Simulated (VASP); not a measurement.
# N in VASP: a series of runs

One molecule, N, is run at these levels: RPBE+D3(BJ), optB86b-vdW, rev-vdW-DF2, LDA; tasks: single point.

All numbers are computed with VASP 6.6.1; they aren't measurements. Logs are shortened: lines on timing, memory, paths and dates and some standing lists are left out, and cuts for length are marked.

## (1) The structure

The cell holds a molecule in a box, 1 atom: a = 10.500 Å, b = 11.000 Å, c = 11.500 Å, α = 90.00°, β = 90.00°, γ = 90.00°.

## (2) Single point, RPBE+D3(BJ), collinear spin, ferromagnetic start

INCAR

```
SYSTEM = N
PREC = Accurate ; ENCUT = 400
EDIFF = 1E-6 ; ISMEAR = 0
SIGMA = 0.01 ; LREAL = .FALSE.
LASPH = .TRUE. ; NELM = 80
ALGO = Normal ; ISIF = 2
LWAVE = .FALSE. ; LCHARG = .FALSE.
ISPIN = 2 ; MAGMOM = 3.1
LORBIT = 11 ; NUPDOWN = 3
GGA = RP ; IVDW = 12
ISYM = 0
```

KPOINTS

```
regular mesh
0
G
  1 1 1
  0 0 0
```

POSCAR

```
N                                       
1.0
   10.5000000000      0.0000000000      0.0000000000
    0.0000000000     11.0000000000      0.0000000000
    0.0000000000      0.0000000000     11.5000000000
  N             
     1
Selective dynamics
Direct
     0.5000000000000000    0.5045454544999970    0.5000000000000000   F   F   F
```

Potentials or basis: VASP PAW PBE potentials, release 64 (N).

On the command line:

```
> cat potpaw_PBE.64/N/POTCAR > POTCAR
> mpirun -np 4 vasp_gam > vasp.out
```

OUTCAR:

```text
SYSTEM = N
   PREC = Accurate
   ENCUT = 400
   EDIFF = 1E-6
   ISMEAR = 0
   LREAL = .FALSE.
   LASPH = .TRUE.
   NELM = 80
   ISIF = 2
   ISPIN = 2
   LORBIT = 11
   NUPDOWN = 3
   GGA = RP
   IVDW = 12
   ISYM = 0
 IVDW          = 12

 ion  position               nearest neighbor table
   1  0.500  0.505  0.500-

IMPORTANT INFORMATION: All symmetrisations will be switched off!
NOSYMM: (Re-)initialisation of all symmetry stuff for point group C_1.

----------------------------------------------------------------------------------------

                                     Primitive cell

  volume of cell :    1328.2500

  direct lattice vectors                    reciprocal lattice vectors
    10.500000000  0.000000000  0.000000000     0.095238095  0.000000000  0.000000000
     0.000000000 11.000000000  0.000000000     0.000000000  0.090909091  0.000000000
     0.000000000  0.000000000 11.500000000     0.000000000  0.000000000  0.086956522

  length of vectors
    10.500000000 11.000000000 11.500000000     0.095238095  0.090909091  0.086956522

  position of ions in fractional coordinates (direct lattice)
     0.500000000  0.504545454  0.500000000

  ion indices of the primitive-cell ions
   primitive index   ion index
                 1           1

----------------------------------------------------------------------------------------

 KPOINTS: regular mesh

Automatic generation of k-mesh.
 Grid dimensions read from file:
 generate k-points for:    1    1    1

 Generating k-lattice:

  Cartesian coordinates                     Fractional coordinates (reciprocal lattice)
     0.095238095  0.000000000  0.000000000     1.000000000  0.000000000  0.000000000
     0.000000000  0.090909091  0.000000000     0.000000000  1.000000000  0.000000000
     0.000000000  0.000000000  0.086956522     0.000000000  0.000000000  1.000000000

  Length of vectors
     0.095238095  0.090909091  0.086956522

  Shift w.r.t. Gamma in fractional coordinates (k-lattice)
     0.000000000  0.000000000  0.000000000

 Subroutine IBZKPT returns following result:
 ===========================================

 Found      1 irreducible k-points:

 Following reciprocal coordinates:
            Coordinates               Weight
  0.000000  0.000000  0.000000      1.000000
   k-points           NKPTS =      1   k-points in BZ     NKDIM =      1   number of bands    NBANDS=      8
   number of dos      NEDOS =    301   number of ions     NIONS =      1
   total plane-waves  NPLWV = 403200
   dimension x,y,z NGX =    70 NGY =   72 NGZ =   80
   dimension x,y,z NGXF=   140 NGYF=  144 NGZF=  160
   ions per type =               1
   NGX,Y,Z   is equivalent  to a cutoff of  11.08, 10.88, 11.56 a.u.
   NGXF,Y,Z  is equivalent  to a cutoff of  22.17, 21.76, 23.13 a.u.
 SYSTEM =  N
   PREC   = accura    normal or accurate (medium, high low for compatibility)
   ISTART =      0    job   : 0-new  1-cont  2-samecut
   ICHARG =      2    charge: 1-file 2-atom 10-const
   ISPIN  =      2    spin polarized calculation?
   LNONCOLLINEAR =      F non collinear calculations
   LSORBIT =      F    spin-orbit coupling
   LASPH  =      T    aspherical Exc in radial PAW
   ENCUT  =  400.0 eV  29.40 Ry    5.42 a.u.  17.12 17.94 18.75*2*pi/ulx,y,z
   NELM   =     80;   NELMIN=  2; NELMDL= -5     # of ELM steps
   EDIFF  = 0.1E-05   stopping-criterion for ELM
   LREAL  =      F    real-space projection
   EDIFFG = 0.1E-04   stopping-criterion for IOM
   NSW    =      0    number of steps for IOM
   IBRION =     -1    ionic relax: 0-MD 1-quasi-New 2-CG
   NFREE  =      0    steps in history (QN), initial steepest desc. (CG)
   ISIF   =      2    stress and relaxation
   ISYM   =      0    0-nonsym 1-usesym 2-fastsym
   POTIM  = 0.5000    time-step for ionic-motion
   TEBEG  =    0.0;   TEEND  =   0.0 temperature during run
   PSTRESS=    0.0 pullay stress
   NELECT =       5.0000    total number of electrons
   NUPDOWN=       3.0000    fix difference up-down
   EMIN   =  10.00;   EMAX   =-10.00  energy-range for DOS
   EFERMI =   0.00;   METHOD = LEGACY
   ISMEAR =     0;   SIGMA  =   0.01  broadening in eV -4-tet -1-fermi 0-gaus
   EFERMI_NEDOS =   21; number of points for ismear=-14 and -15
   IALGO  =     38    algorithm
   IMIX   =      4    mixing-type and parameters
     AMIX     =   0.40;   BMIX     =  1.00
     AMIX_MAG =   1.60;   BMIX_MAG =  1.00
  volume/ion in A,a.u.               =    1328.25      8963.47
  Fermi-wavevector in a.u.,A,eV,Ry     =   0.254666  0.481250  0.882405  0.064855
  Thomas-Fermi vector in A             =   1.076068
   LORBIT       =     11    0 simple, 1 ext, 2 COOP (PROOUT), +10 PAW based schemes
   GGA     = RP    functional components
   LHFCALC =     F    Hartree Fock is set to
   AEXX    =    0.0000 exact exchange contribution
   IVDW    =    12    specifies the selected vdW correction
   LEPSILON=     F    determine dielectric tensor
   LRPA    =     F    only Hartree local field effects (RPA)
 spin polarized calculation
 Gauss-broadening in eV      SIGMA  =   0.01
  energy-cutoff  :      400.00
  volume of cell :     1328.25
 maximum number of plane-waves:     12033
 NGX is ok and might be reduce to    70
   NGX = 35   NGY = 35   NGZ = 37

 number of electron       4.9999998 magnetization       2.9999994

 Free energy of the ion-electron system (eV)
  ---------------------------------------------------
  ext. energy  EPLUGINS =         0.00000000
  ---------------------------------------------------
  free energy    TOTEN  =        -3.15492103 eV

  energy without entropy =       -3.15492103  energy(sigma->0) =       -3.15492103

 E-fermi : -15.1993     XC(G=0):  -0.3525

 val. band max:       -8.1960702627   @ k =   0.0000   0.0000   0.0000
 cond. band min:      -4.0258893191   @ k =   0.0000   0.0000   0.0000
 fundamental gap:      4.1701809436
 Fermi energy:        -8.0844797117

 spin component 1

 k-point     1 :       0.0000    0.0000    0.0000
  band No.  band energies     occupation
      1     -19.8932      1.00000
      2      -8.1963      1.00000
      3      -8.1961      1.00000
      4      -8.1961      1.00000
      5      -0.4887      0.00000
      6       0.6887      0.00000
      7       0.7437      0.00000
      8       0.8258      0.00000
 Fermi energy:       -15.1992984345

 spin component 2

 k-point     1 :       0.0000    0.0000    0.0000
  band No.  band energies     occupation
      1     -15.2818      1.00000
      2      -4.0259      0.00000
      3      -4.0258      0.00000
      4      -4.0258      0.00000
      5      -0.0519      0.00000
      6       1.0782      0.00000
      7       1.1260      0.00000
      8       1.2268      0.00000

------------------------ aborting loop because EDIFF is reached ----------------------------------------

 Edisp (eV)   -0.00004

 E8    (eV) :    -0.0000

  FORCE on cell =-STRESS in cart. coord.  units (eV):
  Direction    XX          YY          ZZ          XY          YZ          ZX
  --------------------------------------------------------------------------------------
  -------------------------------------------------------------------------------------
  Total      -0.54809    -0.55242    -0.55127     0.00000     0.00000     0.00000
  in kB      -0.66113    -0.66635    -0.66497     0.00000     0.00000     0.00000
  external pressure =       -0.66 kB  Pullay stress =        0.00 kB

 VOLUME and BASIS-vectors are now :
 -----------------------------------------------------------------------------
  energy-cutoff  :      400.00
  volume of cell :     1328.25
      direct lattice vectors                 reciprocal lattice vectors
    10.500000000  0.000000000  0.000000000     0.095238095  0.000000000  0.000000000
     0.000000000 11.000000000  0.000000000     0.000000000  0.090909091  0.000000000
     0.000000000  0.000000000 11.500000000     0.000000000  0.000000000  0.086956522

 POSITION                                       TOTAL-FORCE (eV/Angst)
 -----------------------------------------------------------------------------------
      5.25000      5.55000      5.75000        -0.000000      0.000283      0.000000
 -----------------------------------------------------------------------------------
    total drift:                               -0.000000      0.000283      0.000000

  FREE ENERGIE OF THE ION-ELECTRON SYSTEM (eV)
  ---------------------------------------------------
  free  energy   TOTEN  =        -3.1549586650 eV

  energy  without entropy=       -3.1549586650  energy(sigma->0) =       -3.15495867

 total charge

# of ion       s       p       d       tot
------------------------------------------
    1        1.385   1.858   0.000   3.243

 magnetization (x)

# of ion       s       p       d       tot
------------------------------------------
    1        0.036   1.858   0.000   1.894
```

Run time: 22 s. Hardware: 4 MPI ranks of Intel Xeon 6975P-C (Granite Rapids), shared host; peak memory 0.37 GiB.

Results:

```
Free energy                                           : -3.1550 eV
Net moment                                            : 3.00 μB per cell
Site moments                                          : N +1.89 μB
Valence electrons inside the program's atomic spheres : N 3.24
Dispersion energy per atom                            : 0.000 eV
```

Caveat: the cutoff is under 1.25 times the usual one of these potentials, so pressure, stress and relaxed cells hold a basis-set (Pulay) error; the PAW data sets were made with another functional, which shifts forces and pressure a little; the total moment is fixed, so each spin has its own Fermi level.

(Continued in part 2 of 2.)
